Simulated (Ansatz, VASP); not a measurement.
# Cross-check of TaO2 (rutile prototype) between VASP and Ansatz, part 2 of 2

Wanted: the spread between two codes on one cell, functional and k mesh. The cell is invented: As first built, before any earlier steps moved the atoms (in the runner's words): rutile prototype, lattice typed by the model. It may not be a known or stable phase. The two relaxations start from unlike cells of this crystal (the structure described is Ansatz's start), so only their ends are compared.

VASP 6.6.1 and Ansatz 0.2.0.

So far: Set-up; Ansatz: relaxation of cell and atoms, PBEsol.

## (3) VASP: relaxation of cell and atoms, PBEsol

Level of this step: PBEsol, zero-moment start; plane waves and PAW (Ta_pv, O); invented cell (VASP).

Its own start cell and the same functional, mesh and smearing now go to VASP, with its own data sets.

Lines of VASP's logs that name or quote its potential files are left out, and so is its time.

Input file INCAR:

```
SYSTEM = TaO2
PREC = Accurate
ENCUT = 600
EDIFF = 1E-07
NELM = 200
ISMEAR = -1
SIGMA = 0.05
LREAL = .FALSE.
ALGO = Normal
GGA = PS
NBANDS = 32
ISPIN = 2
MAGMOM = 0 0 -0 -0 -0 -0
LASPH = .TRUE.
LMAXMIX = 4
LORBIT = 11
LWAVE = .FALSE.
LCHARG = .FALSE.
ISIF = 3
IBRION = 2
NSW = 80
EDIFFG = -0.005
GGA_COMPAT = .FALSE.
NELMIN = 4
KPAR = 2
```

Input file POSCAR:

```
TaO2
1.0
    4.9693658404      0.0000000000      0.0000000000
    0.0000000000      4.9693658404      0.0000000000
    0.0000000000      0.0000000000      2.8340988545
Ta O
2 4
Direct
    0.0000000000      0.0000000000      0.0000000000
    0.5000000000      0.5000000000      0.5000000000
    0.2844818701      0.2844818701      0.0000000000
    0.7155181299      0.7155181299      0.0000000000
    0.2155181299      0.7844818701      0.5000000000
    0.7844818701      0.2155181299      0.5000000000
```

Input file KPOINTS:

```
Automatic mesh
0
Gamma
5 5 7
0 0 0
```

Potentials, in the order of the species: Ta_pv and O (PBE family, release 64).

The run is started by

```
$ mpirun -np 2 vasp_std
```

Numbers of over 12 decimals in the logs are rounded to 6 here.

Log:

```text
[banner, memory and clock lines left out]
running    2 mpi-ranks, on    1 nodes
 distrk:  each k-point on    1 cores,    2 groups
 distr:  one band on    1 cores,    1 groups

 POSCAR found type information on POSCAR TaO
 POSCAR found :  2 types and       6 ions
|                                                                             |
|               ----> ADVICE to this user running VASP <----                  |
|                                                                             |
|     You enforced a specific xc type in the INCAR file but a different       |
|     [... a line on the potential file left out ...]
|     I HOPE YOU KNOW WHAT YOU ARE DOING!                                     |
|                                                                             |

 LDA part: xc-table for (Slater+PW92), standard interpolation
 POSCAR, INCAR and KPOINTS ok, starting setup
 FFT: planning ... GRIDC
 FFT: planning ... GRID_SOFT
 FFT: planning ... GRID
 WAVECAR not read
 entering main loop
       N       E                     dE             d eps       ncg     rms          rms(c)
DAV:   1     0.434386339520E+03    0.43439E+03   -0.27658E+04  3072   0.164E+03
DAV:   2    -0.420769699797E+02   -0.47646E+03   -0.45728E+03  3688   0.445E+02
DAV:   3    -0.703874545168E+02   -0.28310E+02   -0.27990E+02  3824   0.107E+02
DAV:   4    -0.707650496879E+02   -0.37760E+00   -0.37689E+00  3640   0.132E+01
DAV:   5    -0.707713441473E+02   -0.62945E-02   -0.62918E-02  3984   0.145E+00    0.422E+01
DAV:   6    -0.621402676487E+02    0.86311E+01   -0.39881E+01  3616   0.400E+01    0.173E+01
DAV:   7    -0.618972817884E+02    0.24299E+00   -0.21690E+00  3488   0.923E+00    0.117E+01
DAV:   8    -0.618140330896E+02    0.83249E-01   -0.33780E-01  3752   0.472E+00    0.244E+00
DAV:   9    -0.618039828218E+02    0.10050E-01   -0.25021E-02  3576   0.122E+00    0.220E-01
DAV:  10    -0.618035189522E+02    0.46387E-03   -0.50228E-03  3824   0.491E-01    0.681E-02
DAV:  11    -0.618035025851E+02    0.16367E-04   -0.23752E-04  3544   0.102E-01    0.240E-02
DAV:  12    -0.618035082512E+02   -0.56662E-05   -0.11594E-05  3912   0.201E-02    0.150E-02
DAV:  13    -0.618035161930E+02   -0.79417E-05   -0.79795E-06  3712   0.169E-02    0.339E-03
DAV:  14    -0.618035162006E+02   -0.75929E-08   -0.45244E-07  3336   0.412E-03
   1 F= -.61803516E+02 E0= -.61795567E+02  d E =-.618035E+02  mag=     0.0000
 curvature:   0.00 expect dE= 0.000E+00 dE for cont linesearch  0.000E+00
 trial: gam= 0.00000 g(F)=  0.214E-06 g(S)=  0.181E-04 ort = 0.000E+00 (trialstep = 0.100E+01)
 search vector abs. value=  0.183E-04
 bond charge predicted
       N       E                     dE             d eps       ncg     rms          rms(c)
DAV:   1    -0.618035996789E+02   -0.83486E-04   -0.29662E-03  3504   0.436E-01    0.975E-02
DAV:   2    -0.618035284186E+02    0.71260E-04   -0.19997E-04  3536   0.878E-02    0.461E-02
DAV:   3    -0.618035126544E+02    0.15764E-04   -0.29002E-05  3776   0.431E-02    0.829E-03
DAV:   4    -0.618035121321E+02    0.52229E-06   -0.47194E-06  3888   0.135E-02    0.367E-03
DAV:   5    -0.618035126112E+02   -0.47909E-06   -0.29492E-07  3064   0.363E-03    0.144E-03
DAV:   6    -0.618035127915E+02   -0.18030E-06   -0.78038E-08  1776   0.176E-03    0.572E-04
DAV:   7    -0.618035128014E+02   -0.99653E-08   -0.88543E-09  1584   0.661E-04
   2 F= -.61803513E+02 E0= -.61795553E+02  d E =0.339912E-05  mag=     0.0000
 trial-energy change:    0.000003  1 .order    0.000005   -0.000018    0.000028
 step:   0.4441(harm=  0.3922)  dis= 0.00002  next Energy=   -61.803520 (dE=-0.421E-05)
 bond charge predicted
       N       E                     dE             d eps       ncg     rms          rms(c)
DAV:   1    -0.618035487451E+02   -0.35954E-04   -0.91457E-04  3520   0.242E-01    0.546E-02
DAV:   2    -0.618035265964E+02    0.22149E-04   -0.62150E-05  3520   0.489E-02    0.259E-02
DAV:   3    -0.618035214894E+02    0.51070E-05   -0.90377E-06  3776   0.241E-02    0.465E-03
DAV:   4    -0.618035209879E+02    0.50147E-06   -0.14836E-06  3888   0.758E-03    0.203E-03
DAV:   5    -0.618035207360E+02    0.25195E-06   -0.83870E-08  1904   0.203E-03    0.697E-04
DAV:   6    -0.618035206333E+02    0.10270E-06   -0.21705E-08  1584   0.919E-04    0.244E-04
DAV:   7    -0.618035206327E+02    0.59481E-09   -0.48266E-09  1536   0.461E-04
   3 F= -.61803521E+02 E0= -.61795566E+02  d E =-.443212E-05  mag=    -0.0000
 curvature:  -0.19 expect dE=-0.381E-06 dE for cont linesearch -0.253E-07
 trial: gam= 0.19100 g(F)=  0.102E-06 g(S)=  0.185E-05 ort =-0.154E-05 (trialstep = 0.889E+00)
 search vector abs. value=  0.204E-05
 reached required accuracy - stopping structural energy minimisation
```

OUTCAR, selected parts (step 3):

```text
ion  position               nearest neighbor table
   1  0.000  0.000  0.000-   3 2.00   4 2.00   5 2.07   6 2.07   5 2.07   6 2.07
   2  0.500  0.500  0.500-   5 2.00   6 2.00   3 2.07   4 2.07   3 2.07   4 2.07
   3  0.284  0.284  0.000-   1 2.00   2 2.07   2 2.07
   4  0.716  0.716  0.000-   1 2.00   2 2.07   2 2.07
   5  0.216  0.784  0.500-   2 2.00   1 2.07   1 2.07
   6  0.784  0.216  0.500-   2 2.00   1 2.07   1 2.07

  LATTYP: Found a simple tetragonal cell.
 ALAT       =     4.9693658404
 C/A-ratio  =     0.5703139889

 Subroutine GETGRP returns: Found 16 space group operations
 (whereof  8 operations were pure point group operations)

The static configuration has the point symmetry D_2h.
 The point group associated with its full space group is D_4h.

 Found     24 irreducible k-points:

   k-points           NKPTS =     24   k-points in BZ     NKDIM =     24   number of bands    NBANDS=     32

   dimension x,y,z NGX =    40 NGY =   40 NGZ =   24
   dimension x,y,z NGXF=    80 NGYF=   80 NGZF=   48

   ENCUT  =  600.0 eV  44.10 Ry    6.64 a.u.   9.93  9.93  5.66*2*pi/ulx,y,z

   NELECT =      46.0000    total number of electrons

 k-points in reciprocal lattice and weights: Automatic mesh
   0.00000000  0.00000000  0.00000000       0.006
   0.20000000  0.00000000  0.00000000       0.023
   0.40000000  0.00000000  0.00000000       0.023
   0.20000000  0.20000000  0.00000000       0.023
   0.40000000  0.20000000  0.00000000       0.046
   0.40000000  0.40000000  0.00000000       0.023
   0.00000000  0.00000000  0.14285714       0.011
   0.20000000  0.00000000  0.14285714       0.046
   0.40000000  0.00000000  0.14285714       0.046
[...]
0.40000000  0.20000000  0.42857143       0.091
   0.40000000  0.40000000  0.42857143       0.046

 average (electrostatic) potential at core
       1 -38.6146       2 -38.6146       3 -71.3557       4 -71.3557       5 -71.3557
       6 -71.3557

 E-fermi :   5.4062

 spin component 1
 k-point     1 :       0.0000    0.0000    0.0000
  band No.  band energies     occupation
    ...
     20       1.5882      1.00000
     21       1.9137      1.00000
     22       2.3979      1.00000
     23       3.6720      1.00000
     24       4.0635      1.00000
     25       5.9477      0.00002
     26       7.3723      0.00000
     27       7.3723      0.00000
     28       8.4914      0.00000
     29       9.7185      0.00000
    ...

 k-point     2 :       0.2000    0.0000    0.0000
  band No.  band energies     occupation
    ...
     20       1.4085      1.00000
     21       1.7163      1.00000
     22       2.2446      1.00000
     23       4.0589      1.00000
     24       4.3412      1.00000
     25       6.3856      0.00000
     26       7.6113      0.00000
     27       7.6495      0.00000
     28       8.9870      0.00000
     29       9.3704      0.00000
    ...

 k-point     3 :       0.4000    0.0000    0.0000
  band No.  band energies     occupation
    ...
     20       1.3292      1.00000
     21       1.4818      1.00000
     22       1.8561      1.00000
     23       4.5572      1.00000
     24       4.6517      1.00000
     25       7.3055      0.00000
     26       8.0834      0.00000
     27       8.1292      0.00000
     28       8.3803      0.00000
     29      10.0750      0.00000
    ...

 k-point     4 :       0.2000    0.2000    0.0000
  band No.  band energies     occupation
    ...
     20       1.0928      1.00000
     21       1.6801      1.00000
     22       2.0691      1.00000
     23       3.8505      1.00000
     24       4.6113      1.00000
     25       6.7830      0.00000
     26       7.3927      0.00000
     27       8.1001      0.00000
     28       9.1367      0.00000
     29       9.1811      0.00000
    ...

 k-point     5 :       0.4000    0.2000    0.0000
  band No.  band energies     occupation
    ...
     20       1.1912      1.00000
     21       1.4723      1.00000
     22       1.5807      1.00000
     23       4.1891      1.00000
     24       4.5980      1.00000
     25       7.5751      0.00000
     26       7.6579      0.00000
     27       8.1200      0.00000
     28       8.4332      0.00000
     29       9.8821      0.00000
    ...

 k-point     6 :       0.4000    0.4000    0.0000
  band No.  band energies     occupation
    ...
     20       1.0777      1.00000
     21       1.4414      1.00000
     22       1.5857      1.00000
     23       3.8397      1.00000
     24       4.1732      1.00000
     25       7.4264      0.00000
     26       7.6765      0.00000
     27       8.0483      0.00000
     28       8.3687      0.00000
     29      10.0387      0.00000
    ...

  Total        0.0009418      0.0009418      0.0151289      0.0000000      0.0000000      0.0000000
  in kB        0.0215663      0.0215663      0.3464324      0.0000000      0.0000000      0.0000000
  external PRESSURE =       0.1298550 kB  Pullay stress =       0.0000000 kB

  energy-cutoff  :      600.00
  volume of cell :       69.97
      direct lattice vectors                 reciprocal lattice vectors
     4.968783364  0.000000000  0.000000000     0.201256510  0.000000000  0.000000000
    -0.000000000  4.968783364  0.000000000    -0.000000000  0.201256510  0.000000000
     0.000000000  0.000000000  2.833999613     0.000000000  0.000000000  0.352858199

 POSITION                                       TOTAL-FORCE (eV/Angst)
 -----------------------------------------------------------------------------------
      0.00000      0.00000      0.00000        -0.000000      0.000000      0.000000
      2.48439      2.48439      1.41700        -0.000000      0.000000      0.000000
      1.41354      1.41354      0.00000         0.000513      0.000513      0.000000
      3.55524      3.55524      0.00000        -0.000513     -0.000513     -0.000000
      1.07085      3.89794      1.41700        -0.000513      0.000513      0.000000
      3.89794      1.07085      1.41700         0.000513     -0.000513      0.000000
 -----------------------------------------------------------------------------------
    total drift:                               -0.000000      0.000000      0.000000

  FREE ENERGIE OF THE ION-ELECTRON SYSTEM (eV)
  ---------------------------------------------------
  free  energy   TOTEN  =       -61.8035206327 eV

  energy  without entropy=      -61.7876117304  energy(sigma->0) =      -61.79556618

 reached required accuracy - stopping structural energy minimisation

 total charge
# of ion       s       p       d       tot
------------------------------------------
    1        0.314   6.289   2.258   8.861
    2        0.314   6.289   2.258   8.861
    3        1.553   3.516   0.000   5.068
    4        1.553   3.516   0.000   5.068
    5        1.553   3.516   0.000   5.068
    6        1.553   3.516   0.000   5.068
--------------------------------------------------
tot          6.839  26.640   4.517  37.995

 magnetization (x)
# of ion       s       p       d       tot
------------------------------------------
    1       -0.000  -0.000  -0.000  -0.000
    2       -0.000  -0.000  -0.000  -0.000
    3        0.000   0.000   0.000   0.000
    4        0.000   0.000   0.000   0.000
    5        0.000   0.000   0.000   0.000
    6        0.000   0.000   0.000   0.000
--------------------------------------------------
tot          0.000   0.000  -0.000  -0.000

[... 1 further part left out ...]
```

The run keeps the 16 symmetry operations of its start, so it cannot find a distortion of lower symmetry.

## (4) Side by side

Known differences besides the potentials themselves: the data sets hold 50 valence electrons in Ansatz (on its default PAW (the set named soft_2) files) and 46 in VASP; the cutoff is 420 eV in Ansatz and 600 eV in VASP; Ansatz makes its cores anew for this functional, VASP keeps those of its PBE data sets; Ansatz adds a Pulay correction to the stress that steers its cell, VASP none. Total energies have different zeros and are not compared.

Both answers:

```csv
quantity,Ansatz,VASP,difference
volume (Å³),69.82,69.97,-0.21 %
"edge a after relaxation, in the typed setting (Å)",4.966,4.969,-0.06 %
"edge c after relaxation, in the typed setting (Å)",2.831,2.834,-0.10 %
```

## (5) Outcome

```
difference in volume (relaxation of cell and atoms, PBEsol) : -0.21 %
```

The difference in volume is -0.21 % (relaxation of cell and atoms, PBEsol), within the 1.2 % picked in this series as the mark of a large difference, as far as the stopping tolerances let one tell. The data sets hold unlike numbers of valence electrons (50 in Ansatz and 46 in VASP), so part of the differences comes from the potentials. Such differences can come from data sets, numerical settings and the points named under the comparisons, not from the functional's error against experiment.

[Lines on the potential files, build, host, timing and source positions are cut from VASP's logs without a mark.]

[Logs are printed without paths, hosts, clocks, repeated set-up lines and the standing remarks that a program may print on its own settings, such as how far it seeks lower states.]

[Hosts, paths, dates, database ids (printed as entryN), source tags and the programs' standing remarks are cut or masked in the printed files.]
